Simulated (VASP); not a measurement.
# 1T-MgI2 monolayer and its bilayer, part 4 of 5

Aim: relax 1T-MgI2 monolayer, place its levels against the vacuum, then find how two sheets stack and bind.

VASP 6.6.1, plane waves and PAW; the level of theory is named at each step.

So far. Step 9 (A rigid stacking): Energy at zero smearing: -16.38070 eV.

## (10) A rigid stacking

Level of this step: PBE with D3(BJ); plane waves and PAW (Mg, I) (VASP).

Input file INCAR:

```
SYSTEM = MgI2
PREC = Normal
ENCUT = 350
EDIFF = 1E-05
NELM = 120
ISMEAR = 0
SIGMA = 0.03
LREAL = .FALSE.
ALGO = Fast
GGA = PE
IVDW = 12
NBANDS = 22
LORBIT = 11
LWAVE = .FALSE.
LCHARG = .FALSE.
KPAR = 4
IDIPOL = 3
LDIPOL = .TRUE.
DIPOL = 0.5 0.5 0.5
```

Input file POSCAR:

```
MgI2
1.0
    4.1300231832      0.0000000000      0.0000000000
   -2.0650115916      3.5767049948      0.0000000000
    0.0000000000      0.0000000000     26.8311655136
Mg I
2 4
Direct
    0.0000000000      0.0000000000      0.3795135700
    0.6666666700      0.3333333300      0.6204864300
    0.3333333300      0.6666666700      0.3167957800
    0.6666666700      0.3333333300      0.4422313600
    1.0000000000      0.0000000000      0.5577686400
    0.3333333300      0.6666666700      0.6832042200
```

Input file KPOINTS:

```
Automatic mesh
0
Gamma
9 9 1
0 0 0
```

The projector-augmented-wave data sets are Mg and I (PBE family, release 64).

The run is started by

```console
$ mpirun -np 4 vasp_std
```

The program printed:

```text
[... set-up lines as in an earlier step ...]
 entering main loop
       N       E                     dE             d eps       ncg     rms          rms(c)
DAV:   1     0.190254305170E+03    0.19025E+03   -0.83735E+03   528   0.781E+02
DAV:   2     0.882344583801E+01   -0.18143E+03   -0.17595E+03   806   0.151E+02
DAV:   3    -0.146341223160E+02   -0.23458E+02   -0.23336E+02   660   0.625E+01
DAV:   4    -0.155915553085E+02   -0.95743E+00   -0.95699E+00   762   0.157E+01
[...]
RMM:  12    -0.153051003284E+02   -0.59877E-04   -0.11944E-04   634   0.467E-02    0.697E-02
RMM:  13    -0.153050798540E+02    0.20474E-04   -0.23041E-05   451   0.235E-02    0.314E-02
RMM:  14    -0.153050805762E+02   -0.72221E-06   -0.30501E-06   420   0.112E-02
   1 F= -.16999585E+02 E0= -.16999585E+02  d E =-.577870E-18
```

Wall time 9.6 s (4 MPI ranks of AMD EPYC 7R43, shared host); peak memory 0.84 GiB; 36 s of CPU time.

OUTCAR, selected parts (step 10):

```text
 Edisp (eV)   -1.69450

  Total      -0.06290    -0.06290     0.58221     0.00000     0.00000     0.00000
  in kB      -0.25425    -0.25425     2.35349     0.00000     0.00000     0.00000
  external pressure =        0.61 kB  Pullay stress =        0.00 kB

 POSITION                                       TOTAL-FORCE (eV/Angst)
 -----------------------------------------------------------------------------------
      0.00000      0.00000     10.18279         0.000000      0.000000     -0.007877
      2.06501      1.19223     16.64837        -0.000000      0.000000      0.007877
     -0.00000      2.38447      8.50000        -0.000000      0.000000      0.023876
      2.06501      1.19223     11.86558         0.000000     -0.000000     -0.263992
      0.00000      0.00000     14.96558        -0.000000      0.000000      0.263992
     -0.00000      2.38447     18.33117         0.000000     -0.000000     -0.023876
 -----------------------------------------------------------------------------------
    total drift:                                0.000015     -0.000009     -0.000024

  FREE ENERGIE OF THE ION-ELECTRON SYSTEM (eV)
  ---------------------------------------------------
  free  energy   TOTEN  =       -16.9995845006 eV

  energy  without entropy=      -16.9995845006  energy(sigma->0) =      -16.99958450

[... 2 parts as in an earlier step ...]

[... 1 further part left out ...]
[key lines of the parts left out:]
E-fermi :  -1.6885
```

Energy at zero smearing: -16.99958 eV.

## (11) A rigid stacking

INCAR is that of step 10.

Input file POSCAR:

```
MgI2
1.0
    4.1300231832      0.0000000000      0.0000000000
   -2.0650115916      3.5767049948      0.0000000000
    0.0000000000      0.0000000000     26.8311655136
Mg I
2 4
Direct
    0.0000000000      0.0000000000      0.3795135700
    0.0000000000      0.0000000000      0.6204864300
    0.3333333300      0.6666666700      0.3167957800
    0.6666666700      0.3333333300      0.4422313600
    0.6666666700      0.3333333300      0.5577686400
    0.3333333300      0.6666666700      0.6832042200
```

KPOINTS is that of step 10.

The run is started by

```console
$ mpirun -np 4 vasp_std
```

The program printed:

```text
[... set-up lines as in an earlier step ...]
 entering main loop
       N       E                     dE             d eps       ncg     rms          rms(c)
DAV:   1     0.192344114692E+03    0.19234E+03   -0.83716E+03   528   0.781E+02
DAV:   2     0.982473440476E+01   -0.18252E+03   -0.17533E+03   798   0.151E+02
DAV:   3    -0.139872060229E+02   -0.23812E+02   -0.23651E+02   648   0.632E+01
DAV:   4    -0.149861845251E+02   -0.99898E+00   -0.99817E+00   754   0.159E+01
[...]
RMM:   9    -0.146926609418E+02   -0.12238E-03   -0.38101E-03   687   0.352E-01    0.154E-01
RMM:  10    -0.146927791392E+02   -0.11820E-03   -0.97635E-04   746   0.161E-01    0.117E-01
RMM:  11    -0.146927791143E+02    0.24917E-07   -0.92355E-05   614   0.566E-02
   1 F= -.16376980E+02 E0= -.16376980E+02  d E =-.641403E-21
```

The job ended after 7.8 s (4 MPI ranks; peak memory 0.84 GiB; 29 s of CPU time).

Parts of OUTCAR (step 11):

```text
 Edisp (eV)   -1.68420

  Total      -0.50930    -0.50930     6.65655    -0.00000     0.00000     0.00000
  in kB      -2.05878    -2.05878    26.90818    -0.00000     0.00000     0.00000
  external pressure =        7.60 kB  Pullay stress =        0.00 kB

 POSITION                                       TOTAL-FORCE (eV/Angst)
 -----------------------------------------------------------------------------------
      0.00000      0.00000     10.18279         0.000000      0.000000     -0.159356
      0.00000      0.00000     16.64837         0.000000      0.000000      0.159356
     -0.00000      2.38447      8.50000         0.000000     -0.000000      0.012950
      2.06501      1.19223     11.86558        -0.000000      0.000000     -1.877848
      2.06501      1.19223     14.96558        -0.000000      0.000000      1.877848
     -0.00000      2.38447     18.33117         0.000000     -0.000000     -0.012950
 -----------------------------------------------------------------------------------
    total drift:                               -0.000000      0.000000      0.000000

  FREE ENERGIE OF THE ION-ELECTRON SYSTEM (eV)
  ---------------------------------------------------
  free  energy   TOTEN  =       -16.3769796252 eV

  energy  without entropy=      -16.3769796252  energy(sigma->0) =      -16.37697963

[... 2 parts as in an earlier step ...]

[... 1 further part left out ...]
[key lines of the parts left out:]
E-fermi :  -1.3015
```

Energy at zero smearing: -16.37698 eV.

## (12) A rigid stacking

INCAR is that of step 11.

Input file POSCAR:

```
MgI2
1.0
    4.1300231832      0.0000000000      0.0000000000
   -2.0650115916      3.5767049948      0.0000000000
    0.0000000000      0.0000000000     26.8311655136
Mg I
2 4
Direct
    0.0000000000      0.0000000000      0.3795135700
    0.3333333300      0.6666666700      0.6204864300
    0.3333333300      0.6666666700      0.3167957800
    0.6666666700      0.3333333300      0.4422313600
    0.0000000000      1.0000000000      0.5577686400
    0.6666666700      0.3333333300      0.6832042200
```

KPOINTS is that of step 11.

The run is started by

```console
$ mpirun -np 4 vasp_std
```

The program printed:

```text
[... set-up lines as in an earlier step ...]
 entering main loop
       N       E                     dE             d eps       ncg     rms          rms(c)
DAV:   1     0.190558114902E+03    0.19056E+03   -0.83792E+03   528   0.781E+02
DAV:   2     0.928021995249E+01   -0.18128E+03   -0.17587E+03   804   0.151E+02
DAV:   3    -0.146144903375E+02   -0.23895E+02   -0.23789E+02   666   0.628E+01
DAV:   4    -0.155956018567E+02   -0.98111E+00   -0.98050E+00   756   0.159E+01
[...]
RMM:  12    -0.153105362257E+02   -0.71370E-04   -0.12226E-04   637   0.463E-02    0.934E-02
RMM:  13    -0.153105141812E+02    0.22045E-04   -0.29662E-05   478   0.256E-02    0.465E-02
RMM:  14    -0.153105174447E+02   -0.32635E-05   -0.36855E-06   422   0.116E-02
   1 F= -.17005072E+02 E0= -.17005072E+02  d E =-.297031E-16
```

Elapsed: 9.6 s, on 4 MPI ranks; peak memory 0.82 GiB.

Parts of OUTCAR (step 12):

```text
 Edisp (eV)   -1.69455

  Total      -0.07296    -0.07296     0.51386     0.00000    -0.00000     0.00000
  in kB      -0.29492    -0.29492     2.07720     0.00000    -0.00000     0.00000
  external pressure =        0.50 kB  Pullay stress =        0.00 kB

 POSITION                                       TOTAL-FORCE (eV/Angst)
 -----------------------------------------------------------------------------------
      0.00000      0.00000     10.18279         0.000000     -0.000000     -0.008608
     -0.00000      2.38447     16.64837         0.000000     -0.000000     -0.001444
     -0.00000      2.38447      8.50000        -0.000000     -0.000000      0.023412
      2.06501      1.19223     11.86558         0.000000      0.000000     -0.245911
      0.00000      0.00000     14.96558         0.000000     -0.000000      0.254609
      2.06501      1.19223     18.33117        -0.000000      0.000000     -0.022058
 -----------------------------------------------------------------------------------
    total drift:                               -0.000016      0.000009     -0.000362

  FREE ENERGIE OF THE ION-ELECTRON SYSTEM (eV)
  ---------------------------------------------------
  free  energy   TOTEN  =       -17.0050720177 eV

  energy  without entropy=      -17.0050720177  energy(sigma->0) =      -17.00507202

[... 2 parts as in an earlier step ...]

[... 1 further part left out ...]
[key lines of the parts left out:]
E-fermi :  -1.7042
```

Energy at zero smearing: -17.00507 eV.

## (13) Relaxing the bilayer

The lowest stacking relaxes at the monolayer's lattice.

Edit INCAR of step 12 so:

```diff
@@ -3,3 +3,3 @@
 ENCUT = 350
-EDIFF = 1E-05
+EDIFF = 1E-06
 NELM = 120
@@ -16,2 +16,8 @@
 KPAR = 4
+IBRION = 2
+NSW = 50
+ISIF = 2
+EDIFFG = -0.015
+POTIM = 0.4
+MAXMIX = 40
 IDIPOL = 3
```

Input file POSCAR:

```
MgI2
1.0
    4.1300231832      0.0000000000      0.0000000000
   -2.0650115916      3.5767049948      0.0000000000
    0.0000000000      0.0000000000     26.8311655136
Mg I
2 4
Direct
    0.0000000000      0.0000000000      0.3795135700
    0.0000000000      0.0000000000      0.6204864300
    0.3333333300      0.6666666700      0.3167957800
    0.6666666700      0.3333333300      0.4422313600
    0.3333333300      0.6666666700      0.5577686400
    0.6666666700      0.3333333300      0.6832042200
```

KPOINTS is that of step 12.

The run is started by

```console
$ mpirun -np 4 vasp_std
```

The program printed:

```text
[... set-up lines as in an earlier step ...]
 entering main loop
       N       E                     dE             d eps       ncg     rms          rms(c)
[... 5 cycles as in an earlier step ...]
RMM:   6    -0.153630225114E+02    0.25039E+00   -0.30156E-01   528   0.211E+00    0.374E+00
RMM:   7    -0.153282888589E+02    0.34734E-01   -0.54564E-01   528   0.287E+00    0.783E-01
RMM:   8    -0.153137508802E+02    0.14538E-01   -0.59184E-02   528   0.112E+00    0.182E-01
RMM:   9    -0.153140361915E+02   -0.28531E-03   -0.31592E-03   562   0.345E-01    0.124E-01
RMM:  10    -0.153141105104E+02   -0.74319E-04   -0.71380E-04   605   0.148E-01    0.954E-02
RMM:  11    -0.153141336318E+02   -0.23121E-04   -0.10010E-04   585   0.565E-02    0.841E-02
RMM:  12    -0.153141777160E+02   -0.44084E-04   -0.87093E-05   528   0.418E-02    0.630E-02
RMM:  13    -0.153141644470E+02    0.13269E-04   -0.17509E-05   528   0.217E-02    0.239E-02
RMM:  14    -0.153141660266E+02   -0.15796E-05   -0.52343E-06   484   0.122E-02    0.140E-02
RMM:  15    -0.153141765061E+02   -0.10480E-04   -0.16516E-06   344   0.637E-03    0.123E-02
RMM:  16    -0.153141958739E+02   -0.19368E-04   -0.75491E-06   461   0.934E-03    0.712E-03
RMM:  17    -0.153142033851E+02   -0.75113E-05   -0.24582E-06   382   0.625E-03    0.178E-02
RMM:  18    -0.153142082361E+02   -0.48510E-05   -0.17656E-06   342   0.517E-03    0.986E-03
RMM:  19    -0.153142110658E+02   -0.28297E-05   -0.14768E-06   344   0.431E-03    0.171E-03
RMM:  20    -0.153142117742E+02   -0.70836E-06   -0.17534E-07   322   0.207E-03
   1 F= -.17008836E+02 E0= -.17008836E+02  d E =-.170088E+02
 curvature:   0.00 expect dE= 0.000E+00 dE for cont linesearch  0.000E+00
 trial: gam= 0.00000 g(F)=  0.460E-02 g(S)=  0.000E+00 ort = 0.000E+00 (trialstep = 0.100E+01)
 search vector abs. value=  0.460E-02
 bond charge predicted
       N       E                     dE             d eps       ncg     rms          rms(c)
DAV:   1    -0.153179310098E+02   -0.37199E-02   -0.13544E-01   654   0.161E+00    0.152E-01
RMM:   2    -0.153190584169E+02   -0.11274E-02   -0.85017E-03   528   0.441E-01    0.446E-01
RMM:   3    -0.153184447889E+02    0.61363E-03   -0.32205E-03   528   0.235E-01    0.135E-01
RMM:   4    -0.153183903901E+02    0.54399E-04   -0.28169E-04   529   0.935E-02    0.391E-02
RMM:   5    -0.153183894427E+02    0.94741E-06   -0.12261E-04   538   0.501E-02    0.335E-02
RMM:   6    -0.153183809280E+02    0.85147E-05   -0.34068E-05   528   0.278E-02    0.243E-02
RMM:   7    -0.153183826422E+02   -0.17142E-05   -0.56540E-06   496   0.139E-02    0.110E-02
RMM:   8    -0.153183848734E+02   -0.22312E-05   -0.28010E-06   390   0.806E-03    0.417E-03
RMM:   9    -0.153183871160E+02   -0.22426E-05   -0.81315E-07   336   0.461E-03    0.220E-03
RMM:  10    -0.153183882401E+02   -0.11241E-05   -0.10409E-06   336   0.403E-03    0.322E-03
RMM:  11    -0.153183892837E+02   -0.10436E-05   -0.18023E-07   333   0.230E-03    0.404E-04
RMM:  12    -0.153183898164E+02   -0.53275E-06   -0.16100E-08   197   0.138E-03
   2 F= -.17012920E+02 E0= -.17012920E+02  d E =-.408325E-02
[... from here on, the cycles between the ionic steps are left out ...]
   3 F= -.17018360E+02 E0= -.17018360E+02  d E =-.952353E-02
   4 F= -.17018885E+02 E0= -.17018885E+02  d E =-.100488E-01
   5 F= -.17020758E+02 E0= -.17020758E+02  d E =-.187230E-02
   6 F= -.17023614E+02 E0= -.17023614E+02  d E =-.472878E-02
   7 F= -.17025563E+02 E0= -.17025563E+02  d E =-.194881E-02
   8 F= -.17030719E+02 E0= -.17030719E+02  d E =-.710513E-02
   9 F= -.17037863E+02 E0= -.17037863E+02  d E =-.142494E-01
  10 F= -.17040638E+02 E0= -.17040638E+02  d E =-.170236E-01
  11 F= -.17041353E+02 E0= -.17041353E+02  d E =-.177394E-01
  12 F= -.17043582E+02 E0= -.17043582E+02  d E =-.222822E-02
  13 F= -.17044460E+02 E0= -.17044460E+02  d E =-.310668E-02
  14 F= -.17044552E+02 E0= -.17044552E+02  d E =-.319893E-02
 curvature: -22.85 expect dE=-0.691E-02 dE for cont linesearch -0.128E-05
 trial: gam= 0.31935 g(F)=  0.303E-03 g(S)=  0.000E+00 ort =-0.192E-04 (trialstep = 0.365E+01)
 search vector abs. value=  0.961E-03
 bond charge predicted
       N       E                     dE             d eps       ncg     rms          rms(c)
DAV:   1    -0.154012716165E+02   -0.77816E-03   -0.34980E-01   528   0.263E+00    0.271E-01
RMM:   2    -0.154030559949E+02   -0.17844E-02   -0.18801E-02   528   0.691E-01    0.247E-01
RMM:   3    -0.154028469264E+02    0.20907E-03   -0.13722E-03   528   0.258E-01    0.191E-01
RMM:   4    -0.154026067835E+02    0.24014E-03   -0.34848E-04   528   0.125E-01    0.159E-01
RMM:   5    -0.154025501857E+02    0.56598E-04   -0.57630E-04   528   0.908E-02    0.116E-01
RMM:   6    -0.154026490839E+02   -0.98898E-04   -0.36122E-04   536   0.663E-02    0.124E-01
RMM:   7    -0.154026621329E+02   -0.13049E-04   -0.38961E-05   544   0.303E-02    0.128E-01
RMM:   8    -0.154026705864E+02   -0.84535E-05   -0.17183E-05   489   0.165E-02    0.131E-01
RMM:   9    -0.154026862154E+02   -0.15629E-04   -0.86149E-06   463   0.108E-02    0.130E-01
RMM:  10    -0.154026898461E+02   -0.36307E-05   -0.11801E-06   346   0.511E-03    0.140E-01
RMM:  11    -0.154026730898E+02    0.16756E-04   -0.10787E-06   336   0.471E-03    0.132E-01
RMM:  12    -0.154026617387E+02    0.11351E-04   -0.15661E-06   361   0.417E-03    0.129E-01
RMM:  13    -0.154026421985E+02    0.19540E-04   -0.37686E-06   397   0.599E-03    0.120E-01
RMM:  14    -0.154025920923E+02    0.50106E-04   -0.43934E-05   604   0.211E-02    0.867E-02
RMM:  15    -0.154025801209E+02    0.11971E-04   -0.47651E-05   605   0.218E-02    0.369E-02
RMM:  16    -0.154025854721E+02   -0.53512E-05   -0.37490E-05   593   0.210E-02    0.143E-02
RMM:  17    -0.154025921226E+02   -0.66505E-05   -0.23872E-06   351   0.729E-03    0.288E-03
RMM:  18    -0.154025946290E+02   -0.25064E-05   -0.43220E-07   336   0.380E-03    0.600E-03
RMM:  19    -0.154025949522E+02   -0.32325E-06   -0.10748E-07   306   0.211E-03
  15 F= -.17045063E+02 E0= -.17045063E+02  d E =-.510282E-03
 trial-energy change:   -0.000510  1 .order   -0.000489   -0.001081    0.000103
 step:   3.3569(harm=  3.3280)  dis= 0.01302  next Energy=   -17.045067 (dE=-0.514E-03)
 reached required accuracy - stopping structural energy minimisation
```

Wall time 1.8 min (4 MPI ranks); peak memory 0.98 GiB.

From OUTCAR (step 13):

```text
   NELECT =      32.0000    total number of electrons

 Edisp (eV)   -1.64406

 E-fermi :  -1.7079

 k-point     1 :       0.0000    0.0000    0.0000
  band No.  band energies     occupation
    ...
     12      -2.1693      2.00000
     13      -1.9405      2.00000
     14      -1.9405      2.00000
     15      -1.8924      2.00000
     16      -1.8924      2.00000
     17       2.0520      0.00000
     18       2.5383      0.00000
     19       3.0055      0.00000
     20       3.0464      0.00000
     21       4.0479      0.00000
    ...

 Edisp (eV)   -1.64247

  Total      -0.09698    -0.09698    -0.00934     0.00000     0.00000     0.00000
  in kB      -0.39201    -0.39201    -0.03775     0.00000     0.00000     0.00000
  external pressure =       -0.27 kB  Pullay stress =        0.00 kB

 POSITION                                       TOTAL-FORCE (eV/Angst)
 -----------------------------------------------------------------------------------
      0.00000      0.00000      9.99646         0.000000      0.000000     -0.004159
      0.00000      0.00000     16.83470         0.000000     -0.000000      0.004159
     -0.00000      2.38447      8.31715        -0.000000      0.000000     -0.000489
      2.06501      1.19223     11.67096         0.000000     -0.000000      0.004889
     -0.00000      2.38447     15.16021        -0.000000      0.000000     -0.004889
      2.06501      1.19223     18.51401         0.000000      0.000000      0.000489
 -----------------------------------------------------------------------------------
    total drift:                                0.000000     -0.000000      0.000000

  FREE ENERGIE OF THE ION-ELECTRON SYSTEM (eV)
  ---------------------------------------------------
  free  energy   TOTEN  =       -17.0450625920 eV

  energy  without entropy=      -17.0450625920  energy(sigma->0) =      -17.04506259

 vacuum level on the upper side and lower side of the slab         4.404         4.404

[... 10 parts as in an earlier step ...]

[... 9 further parts left out ...]
```

Relaxation path:

```
step  energy less that of the first step (eV)  largest force (eV/Å)
   1                                   0.0000                0.2430
   2                                  -0.0041                0.1872
   3                                  -0.0095                0.0954
   4                                  -0.0100                0.1244
   5                                  -0.0119                0.0880
   6                                  -0.0148                0.1317
   7                                  -0.0167                0.1189
   8                                  -0.0219                0.0867
   9                                  -0.0290                0.0327
  10                                  -0.0318                0.1163
  11                                  -0.0325                0.0771
  12                                  -0.0347                0.0491
  13                                  -0.0356                0.0483
  14                                  -0.0357                0.0478
  15                                  -0.0362                0.0049
```

The atoms that moved most (Å):

```
atom     dx     dy      dz  length
  I4  0.000  0.000  -0.195   0.195
  I5  0.000  0.000   0.195   0.195
 Mg2  0.000  0.000   0.186   0.186
 Mg1  0.000  0.000  -0.186   0.186
  I6  0.000  0.000   0.183   0.183
  I3  0.000  0.000  -0.183   0.183
```

Final coordinates:

```xyz
6
Lattice="4.1300 0.0000 0.0000 -2.0650 3.5767 0.0000 0.0000 0.0000 26.8312" Properties=species:S:1:pos:R:3
Mg    0.0000    0.0000    9.9965
Mg    0.0000    0.0000   16.8347
I     0.0000    2.3845    8.3172
I     2.0650    1.1922   11.6710
I     0.0000    2.3845   15.1602
I     2.0650    1.1922   18.5140
```

Numbers from this step:

- electronic cycles: 168
- free energy (TOTEN): -17.05 eV
- Fermi energy: -1.708 eV
- dipole moment: 0, 0, 0 e·Å
- gap on the k-mesh: 3.625 eV
- least direct gap on the k-mesh: 3.944 eV

The run ended after 15 ionic steps, 0.036 eV below its first step, once the forces on the free atoms met EDIFFG = -0.015.

[end of part 4 of 5]

[Lines on the potential files, build, host, timing and source positions are cut from VASP's logs without a mark.]

[Logs are printed without paths, hosts, clocks, repeated set-up lines and the standing remarks that a program may print on its own settings, such as how far it seeks lower states.]

[Hosts, paths, dates, database ids (printed as entryN), source tags and the programs' standing remarks are cut or masked in the printed files.]

[Runs that stopped without an error message from VASP are left out.]
